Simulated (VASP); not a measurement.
# ZnS (F-43m) in VASP: notebook

One crystal, ZnS, is run at these levels: LDA, r2SCAN; tasks: band structure.

Program: VASP 6.6.1. These are calculated values, not measurements. Logs are shortened: lines on timing, memory, paths and dates and some standing lists are left out, and cuts for length are marked.

**Measured values to compare with.**

From “Electronic, vibrational, and thermodynamic properties of ZnS (zincblende and rocksalt structure)”, 2009, arxiv:0911.5022, for a bulk crystal of ZnS at 19 K: band gap 3.85 eV (direct).

The results are compared with them further down.

## 1. Starting point

Symmetry: F-43m, No. 216, cubic system. Conventional cell: a = 5.361 Å, b = 5.361 Å, c = 5.361 Å, α = 90.00°, β = 90.00°, γ = 90.00°. Zn (site symmetry -43m) has 4 S at 2.32 Å as nearest neighbours. S (site symmetry -43m) is surrounded by 4 Zn at 2.32 Å.

## 2. Band structure, LDA

File INCAR:

```
SYSTEM = ZnS
PREC = Accurate
ENCUT = 520
EDIFF = 1E-7
ISMEAR = 0
SIGMA = 0.03
LREAL = .False.
LASPH = .True.
NELM = 80
ALGO = Normal
ISIF = 2
LWAVE = .False.
LCHARG = .False.
GGA = CA
```

File KPOINTS:

```
Automatic mesh
0
Gamma
  10 10 10
  0 0 0
```

File POSCAR:

```
ZnS                                     
1.0
    0.0000000000      2.6803314387      2.6803314387
    2.6803314387      0.0000000000      2.6803314387
    2.6803314387      2.6803314387      0.0000000000
  Zn              S             
     1     1
Direct
     0.2500000000000000    0.2500000000000000    0.2500000000000000
     0.0000000000000000    0.0000000000000000    0.0000000000000000
```

File KPOINTS_OPT:

```
explicit points
252
Reciprocal
 0.0000000000  0.0000000000  0.0000000000 1
 0.0357142857  0.0000000000  0.0357142857 1
 0.0714285714  0.0000000000  0.0714285714 1
 0.1071428571  0.0000000000  0.1071428571 1
 0.1428571429  0.0000000000  0.1428571429 1
 0.1785714286  0.0000000000  0.1785714286 1
[... 244 lines left out ...]
 0.5106428600  0.0212857300  0.5106428600 1
 0.4893571400 -0.0212857300  0.4893571400 1
```

Potentials or basis: VASP PAW LDA potentials, release 64 (Zn, S).

On the command line:

```sh
cat potpaw_LDA.64/Zn/POTCAR potpaw_LDA.64/S/POTCAR > POTCAR
mpirun -np 1 vasp_std > vasp.out
```

OUTCAR:

```text
SYSTEM = ZnS
   PREC = Accurate
   ENCUT = 520
   EDIFF = 1E-7
   ISMEAR = 0
   LREAL = .False.
   LASPH = .True.
   NELM = 80
   ISIF = 2
   GGA = CA

 ion  position               nearest neighbor table
   1  0.250  0.250  0.250-   2 2.32   2 2.32   2 2.32   2 2.32
   2  0.000  0.000  0.000-   1 2.32   1 2.32   1 2.32   1 2.32

  LATTYP: Found a face centered cubic cell.
 ALAT       =     5.3606628774

  Lattice vectors:

 A1 = (   0.0000000000,   2.6803314387,   2.6803314387)
 A2 = (   2.6803314387,   0.0000000000,   2.6803314387)
 A3 = (   2.6803314387,   2.6803314387,   0.0000000000)

Analysis of symmetry for initial positions (statically):
=====================================================================
 Subroutine PRICEL returns:
 Original cell was already a primitive cell.

 Routine SETGRP: Setting up the symmetry group for a
 face centered cubic supercell.

 Subroutine GETGRP returns: Found 24 space group operations
 (whereof 24 operations were pure point group operations)
 out of a pool of 48 trial point group operations.

The static configuration has the point symmetry T_d .

Analysis of symmetry for dynamics (positions and initial velocities):
=====================================================================
 Subroutine PRICEL returns:
 Original cell was already a primitive cell.

 Routine SETGRP: Setting up the symmetry group for a
 face centered cubic supercell.

 Subroutine GETGRP returns: Found 24 space group operations
 (whereof 24 operations were pure point group operations)
 out of a pool of 48 trial point group operations.

The dynamic configuration has the point symmetry T_d .

 Subroutine INISYM returns: Found 24 space group operations
 (whereof 24 operations are pure point group operations),
 and found     1 'primitive' translations

----------------------------------------------------------------------------------------

                                     Primitive cell

  volume of cell :      38.5119

  direct lattice vectors                    reciprocal lattice vectors
     0.000000000  2.680331439  2.680331439    -0.186544094  0.186544094  0.186544094
     2.680331439  0.000000000  2.680331439     0.186544094 -0.186544094  0.186544094
     2.680331439  2.680331439  0.000000000     0.186544094  0.186544094 -0.186544094

  length of vectors
     3.790561072  3.790561072  3.790561072     0.323103849  0.323103849  0.323103849

  position of ions in fractional coordinates (direct lattice)
     0.250000000  0.250000000  0.250000000
     0.000000000  0.000000000  0.000000000

  ion indices of the primitive-cell ions
   primitive index   ion index
                 1           1
                 2           2

----------------------------------------------------------------------------------------

 KPOINTS: Automatic mesh

Automatic generation of k-mesh.
 Grid dimensions read from file:
 generate k-points for:   10   10   10

 Generating k-lattice:

  Cartesian coordinates                     Fractional coordinates (reciprocal lattice)
    -0.018654409  0.018654409  0.018654409     0.100000000  0.000000000  0.000000000
     0.018654409 -0.018654409  0.018654409     0.000000000  0.100000000  0.000000000
     0.018654409  0.018654409 -0.018654409     0.000000000  0.000000000  0.100000000

  Length of vectors
     0.032310385  0.032310385  0.032310385

  Shift w.r.t. Gamma in fractional coordinates (k-lattice)
     0.000000000  0.000000000  0.000000000

 Subroutine IBZKPT returns following result:
 ===========================================

 Found     47 irreducible k-points:

 Following reciprocal coordinates:
            Coordinates               Weight
  0.000000  0.000000  0.000000      1.000000
  0.100000  0.000000  0.000000      8.000000
  0.200000  0.000000  0.000000      8.000000
  0.300000  0.000000  0.000000      8.000000
  0.400000  0.000000  0.000000      8.000000
  0.500000  0.000000  0.000000      4.000000
[... 16 lines left out ...]
  0.300000  0.300000  0.000000      6.000000
  0.400000  0.300000  0.000000     24.000000
 [... further k-points ...]
   k-points           NKPTS =     47   k-points in BZ     NKDIM =     47   number of bands    NBANDS=     13
   number of dos      NEDOS =    301   number of ions     NIONS =      2
   total plane-waves  NPLWV =  21952
   dimension x,y,z NGX =    28 NGY =   28 NGZ =   28
   dimension x,y,z NGXF=    56 NGYF=   56 NGZF=   56
   ions per type =               1   1
   NGX,Y,Z   is equivalent  to a cutoff of  12.28, 12.28, 12.28 a.u.
   NGXF,Y,Z  is equivalent  to a cutoff of  24.56, 24.56, 24.56 a.u.
 SYSTEM =  ZnS
   PREC   = accura    normal or accurate (medium, high low for compatibility)
   ISTART =      0    job   : 0-new  1-cont  2-samecut
   ICHARG =      2    charge: 1-file 2-atom 10-const
   ISPIN  =      1    spin polarized calculation?
   LNONCOLLINEAR =      F non collinear calculations
   LSORBIT =      F    spin-orbit coupling
   LASPH  =      T    aspherical Exc in radial PAW
   ENCUT  =  520.0 eV  38.22 Ry    6.18 a.u.   7.05  7.05  7.05*2*pi/ulx,y,z
   NELM   =     80;   NELMIN=  2; NELMDL= -5     # of ELM steps
   EDIFF  = 0.1E-06   stopping-criterion for ELM
   LREAL  =      F    real-space projection
   EDIFFG = 0.1E-05   stopping-criterion for IOM
   NSW    =      0    number of steps for IOM
   IBRION =     -1    ionic relax: 0-MD 1-quasi-New 2-CG
   NFREE  =      0    steps in history (QN), initial steepest desc. (CG)
   ISIF   =      2    stress and relaxation
   ISYM   =      2    0-nonsym 1-usesym 2-fastsym
   POTIM  = 0.5000    time-step for ionic-motion
   TEBEG  =    0.0;   TEEND  =   0.0 temperature during run
   PSTRESS=    0.0 pullay stress
   NELECT =      18.0000    total number of electrons
   NUPDOWN=      -1.0000    fix difference up-down
   EMIN   =  10.00;   EMAX   =-10.00  energy-range for DOS
   EFERMI =   0.00;   METHOD = LEGACY
   ISMEAR =     0;   SIGMA  =   0.03  broadening in eV -4-tet -1-fermi 0-gaus
   EFERMI_NEDOS =   21; number of points for ismear=-14 and -15
   IALGO  =     38    algorithm
   IMIX   =      4    mixing-type and parameters
     AMIX     =   0.40;   BMIX     =  1.00
     AMIX_MAG =   1.60;   BMIX_MAG =  1.00
  volume/ion in A,a.u.               =      19.26       129.95
  Fermi-wavevector in a.u.,A,eV,Ry     =   1.270478  2.400855 21.961361  1.614114
  Thomas-Fermi vector in A             =   2.403463
   LORBIT       =      0    0 simple, 1 ext, 2 COOP (PROOUT), +10 PAW based schemes
   GGA     = CA    functional components
   LHFCALC =     F    Hartree Fock is set to
   AEXX    =    0.0000 exact exchange contribution
   IVDW    =     0    specifies the selected vdW correction
   LEPSILON=     F    determine dielectric tensor
   LRPA    =     F    only Hartree local field effects (RPA)
 non-spin polarized calculation
 Gauss-broadening in eV      SIGMA  =   0.03
  energy-cutoff  :      520.00
  volume of cell :       38.51
 maximum number of plane-waves:      1056
   NGX = 15   NGY = 15   NGZ = 15

 number of electron      18.0000014 magnetization

 Free energy of the ion-electron system (eV)
  ---------------------------------------------------
  ext. energy  EPLUGINS =         0.00000000
  ---------------------------------------------------
  free energy    TOTEN  =        -8.19758198 eV

  energy without entropy =       -8.19758198  energy(sigma->0) =       -8.19758198

 E-fermi :   2.3271     XC(G=0): -10.1498

 val. band max:        2.1564111811   @ k =   0.0000   0.0000   0.0000
 cond. band min:       4.1532240454   @ k =   0.0000   0.0000   0.0000
 fundamental gap:      1.9968128643
 Fermi energy:         2.3271336486

 k-point     1 :       0.0000    0.0000    0.0000
  band No.  band energies     occupation
      1     -11.1238      2.00000
      2      -4.4399      2.00000
      3      -4.4399      2.00000
      4      -4.4399      2.00000
      5      -3.9304      2.00000
      6      -3.9304      2.00000
      7       2.1564      2.00000
      8       2.1564      2.00000
      9       2.1564      2.00000
     10       4.1532      0.00000
     11       8.3942      0.00000
     12       8.3942      0.00000
     13       8.3942      0.00000

 k-point     2 :       0.1000    0.0000    0.0000
  band No.  band energies     occupation
      1     -11.0433      2.00000
      2      -4.4411      2.00000
      3      -4.4256      2.00000
      4      -4.4256      2.00000
      5      -3.9318      2.00000
      6      -3.9318      2.00000
      7       1.3175      2.00000
      8       2.0528      2.00000
      9       2.0528      2.00000
     10       4.7911      0.00000
     11       8.3031      0.00000
     12       8.5723      0.00000
     13       8.5723      0.00000

 k-point     3 :       0.2000    0.0000    0.0000
  band No.  band energies     occupation
      1     -10.8205      2.00000
      2      -4.4258      2.00000
      3      -4.3904      2.00000
      4      -4.3904      2.00000
      5      -3.9320      2.00000
      6      -3.9320      2.00000
      7      -0.0956      2.00000
      8       1.8027      2.00000
      9       1.8027      2.00000
     10       5.4289      0.00000
     11       8.5566      0.00000
     12       8.9244      0.00000
     13       8.9244      0.00000
[... 305 lines left out ...]
 k-point    23 :       0.3000    0.3000    0.0000
  band No.  band energies     occupation
      1     -10.3124      2.00000
      2      -4.5001      2.00000
      3      -4.2333      2.00000
      4      -4.2333      2.00000
      5      -3.9646      2.00000
      6      -3.8782      2.00000
      7      -1.0965      2.00000
      8       0.5130      2.00000
      9       0.5130      2.00000
     10       6.0528      0.00000
     11       6.6192      0.00000
     12      11.0925      0.00000
     13      11.3787      0.00000

 k-point    24 :       0.4000    0.3000    0.0000
  band No.  band energies     occupation
      1     -10.0944      2.00000
      2      -4.4657      2.00000
      3      -4.1871      2.00000
      4      -4.1790      2.00000
      5      -3.9053      2.00000
      6      -3.8701      2.00000
      7      -1.7465      2.00000
      8       0.0584      2.00000
      9       0.2853      2.00000
     10       5.9826      0.00000
     11       6.7266      0.00000
     12      10.8302      0.00000
     13      11.8229      0.00000

 [... further k-points ...]
[... 5 lines left out ...]
  --------------------------------------------------------------------------------------
  -------------------------------------------------------------------------------------
  Total       -0.6319964     -0.6319964     -0.6319964      0.0000000      0.0000000     -0.0000000
  in kB      -26.2923655    -26.2923655    -26.2923655      0.0000000      0.0000000     -0.0000000
  external PRESSURE =     -26.2923655 kB  Pullay stress =       0.0000000 kB

 VOLUME and BASIS-vectors are now :
 -----------------------------------------------------------------------------
  energy-cutoff  :      520.00
  volume of cell :       38.51
      direct lattice vectors                 reciprocal lattice vectors
     0.000000000  2.680331439  2.680331439    -0.186544094  0.186544094  0.186544094
     2.680331439  0.000000000  2.680331439     0.186544094 -0.186544094  0.186544094
     2.680331439  2.680331439  0.000000000     0.186544094  0.186544094 -0.186544094

 POSITION                                       TOTAL-FORCE (eV/Angst)
 -----------------------------------------------------------------------------------
      1.34017      1.34017      1.34017        -0.000000     -0.000000     -0.000000
      0.00000      0.00000      0.00000         0.000000      0.000000      0.000000
 -----------------------------------------------------------------------------------
    total drift:                               -0.000001     -0.000001     -0.000001

  FREE ENERGIE OF THE ION-ELECTRON SYSTEM (eV)
  ---------------------------------------------------
  free  energy   TOTEN  =        -8.1975819811 eV

  energy  without entropy=       -8.1975819811  energy(sigma->0) =       -8.19758198
```

Run time: 32 s. Hardware: 1 thread of Intel Xeon 6975P-C (Granite Rapids), shared host; peak memory 0.16 GiB.

Results:

```yaml
Free_energy: -8.1976 eV
Pressure: -2.6 GPa
Band_gap_on_the_k_mesh: 2.00 eV, direct
Band_gap_along_the_path: 2.00 eV, direct
```

Levels at the corners of the path, in eV from the valence-band top:
```tsv
point	band 5	band 6	band 7	band 8	band 9	band 10	band 11	band 12	band 13
Γ	-6.09	-6.09	0.00	0.00	0.00	2.00	6.24	6.24	6.24
X	-6.01	-5.85	-4.76	-2.34	-2.34	3.14	3.90	10.89	11.95
X	-6.01	-5.85	-4.76	-2.34	-2.34	3.14	3.90	10.89	11.95
W	-6.13	-5.65	-4.79	-2.92	-2.87	5.53	6.04	7.74	8.03
W	-6.13	-5.65	-4.79	-2.92	-2.87	5.53	6.04	7.74	8.03
K	-6.05	-5.71	-4.82	-3.30	-1.90	3.91	5.88	9.27	9.73
K	-6.05	-5.71	-4.82	-3.30	-1.90	3.91	5.88	9.27	9.73
Γ	-6.09	-6.09	0.00	0.00	0.00	2.00	6.24	6.24	6.24
Γ	-6.09	-6.09	0.00	0.00	0.00	2.00	6.24	6.24	6.24
L	-6.05	-5.87	-5.54	-0.91	-0.91	3.16	6.78	6.78	8.72
L	-6.05	-5.87	-5.54	-0.91	-0.91	3.16	6.78	6.78	8.72
U	-6.05	-5.71	-4.82	-3.30	-1.90	3.91	5.88	9.27	9.73
U	-6.05	-5.71	-4.82	-3.30	-1.90	3.91	5.88	9.27	9.73
W	-6.13	-5.65	-4.79	-2.92	-2.87	5.53	6.04	7.74	8.03
W	-6.13	-5.65	-4.79	-2.92	-2.87	5.53	6.04	7.74	8.03
L	-6.05	-5.87	-5.54	-0.91	-0.91	3.16	6.78	6.78	8.72
L	-6.05	-5.87	-5.54	-0.91	-0.91	3.16	6.78	6.78	8.72
K	-6.05	-5.71	-4.82	-3.30	-1.90	3.91	5.88	9.27	9.73
U	-6.05	-5.71	-4.82	-3.30	-1.90	3.91	5.88	9.27	9.73
X	-6.01	-5.85	-4.76	-2.34	-2.34	3.14	3.90	10.89	11.95
```

## 3. Band structure, r2SCAN

INCAR, as its differences from that of step 2:

```diff
@@ -13,2 +13,3 @@
 LCHARG = .False.
-GGA = CA
+METAGGA = R2SCAN
+LMIXTAU = .True.
```

KPOINTS is that of step 2.

POSCAR is that of step 2.

KPOINTS_OPT is that of step 2.

Potentials or basis: VASP PAW PBE potentials, release 64 (Zn, S).

On the command line:

```sh
cat potpaw_PBE.64/Zn/POTCAR potpaw_PBE.64/S/POTCAR > POTCAR
mpirun -np 1 vasp_std > vasp.out
```

It took 2.3 min on 1 thread of Intel Xeon 6975P-C (Granite Rapids), shared host; peak memory 0.19 GiB.

The run converged. Its results:

```yaml
Free_energy: -18.8640 eV
Pressure: 1.3 GPa
Band_gap_on_the_k_mesh: 2.79 eV, direct
Band_gap_along_the_path: 2.79 eV, direct
```

Levels at the corners of the path, in eV from the valence-band top:
```
point  band 7  band 8  band 9  band 10  band 11  band 12
    Γ    0.00    0.00    0.00     2.79     6.88     6.88
    X   -4.71   -2.37   -2.37     3.67     4.48    11.95
    X   -4.71   -2.37   -2.37     3.67     4.48    11.95
    W   -4.76   -2.93   -2.88     6.04     6.71     8.53
    W   -4.76   -2.93   -2.88     6.04     6.71     8.53
    K   -4.80   -3.30   -1.93     4.49     6.50    10.05
    K   -4.80   -3.30   -1.93     4.49     6.50    10.05
    Γ    0.00    0.00    0.00     2.79     6.88     6.88
    Γ    0.00    0.00    0.00     2.79     6.88     6.88
    L   -5.56   -0.92   -0.92     3.87     7.38     7.38
    L   -5.56   -0.92   -0.92     3.87     7.38     7.38
    U   -4.80   -3.30   -1.93     4.49     6.50    10.05
    U   -4.80   -3.30   -1.93     4.49     6.50    10.05
    W   -4.76   -2.93   -2.88     6.04     6.71     8.53
    W   -4.76   -2.93   -2.88     6.04     6.71     8.53
    L   -5.56   -0.92   -0.92     3.87     7.38     7.38
    L   -5.56   -0.92   -0.92     3.87     7.38     7.38
    K   -4.80   -3.30   -1.93     4.49     6.50    10.05
    U   -4.80   -3.30   -1.93     4.49     6.50    10.05
    X   -4.71   -2.37   -2.37     3.67     4.48    11.95
```

Caveat: the PAW data sets were made with another functional, which shifts forces and pressure a little.

## 4. How close it comes

Step 2. Against the measured gap of ZnS, 3.85 eV (direct; 19 K; quoted in “Electronic, vibrational, and thermodynamic properties of ZnS (zincblende and rocksalt structure)”, 2009, arxiv:0911.5022), the calculated 2.00 eV is off by -1.85 eV. The value is that of LDA, without temperature or zero-point motion. Semilocal functionals fall short of measured gaps as a rule.

Step 3. Against the measured gap of ZnS, 3.85 eV (direct; 19 K; quoted in “Electronic, vibrational, and thermodynamic properties of ZnS (zincblende and rocksalt structure)”, 2009, arxiv:0911.5022), the calculated 2.79 eV is off by -1.06 eV. The value is that of r2SCAN, without temperature or zero-point motion.
